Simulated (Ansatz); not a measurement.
Which element?

Cell vectors (Å):

```
-1.8697  1.8697  4.7278
 1.8697 -1.8697  4.7278
 1.8697  1.8697 -4.7278
```

```
atom       a       b       c
  Ti  0.0000  0.0000  0.0000
  Ti  0.7500  0.2500  0.5000
   X  0.2080  0.2080  0.0000
   X  0.9580  0.4580  0.5000
   X  0.5420  0.0420  0.5000
   X  0.7920  0.7920  0.0000
```

All numbers below come from LDA, all-electron LAPW in Ansatz 0.2.0, scalar-relativistic. k mesh 8×8×8, strains of ±0.005, fixed occupations.

Elastic constants of a crystal by Kohn-Sham DFT: slopes of the stress over finite engineering strains of the given cell, Voigt indices, Cartesian axes as in the cell vectors.

```tsv
index	elastic (GPa)
11	392.3
12	163.8
13	160.4
33	202.8
44	47
66	61.7
```

Question: All X atoms are one element. Which one was computed?

Answer: O; the crystal is TiO2 (I4_1/amd).
